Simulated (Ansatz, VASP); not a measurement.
**Two plane-wave programs on BN**

```
N B
1.0
     1.25112    0.72234    3.37293
    -1.25112    0.72234    3.37293
     0.00000   -1.44467    3.37293
N B
1 1
Cartesian
  0.0000 0.0000 6.7517
  0.0000 0.0000 0.0033
```

The cell is a database's computed one.

Alike in both runs: task single point; functional PBE; k mesh 12 × 12 × 12; occupations gaussian, width 0.028 eV; no spin polarisation.

|  | VASP | Ansatz |
| --- | --- | --- |
| version | VASP 6.6.1 | Ansatz 0.2.0 |
| potentials or method | VASP PAW PBE potentials, release 64 (N, B) | Ansatz PAW |
| plane-wave cutoff (eV) | 520 | 420 |
| valence electrons in the cell | 8 | 8 |

|  | VASP | Ansatz | Ansatz less VASP |
| --- | --- | --- | --- |
| gap on the k mesh at the Fermi level (eV) | 4.28 | 4.29 | +0.007 |
| least direct gap on the mesh (eV) | 4.70 | 4.70 | +0.003 |
| pressure (GPa) | 3.6 | 3.6 | -0.07 |
| largest component of the traceless stress (GPa) | 1.41 | 1.20 | -0.209 |

With one functional, cell and mesh, what is left measures potentials, basis and numerics.

Caveats: the pressure holds a Pulay correction of +0.6 GPa for the finite cutoff (Ansatz). A k mesh can miss the band edges.
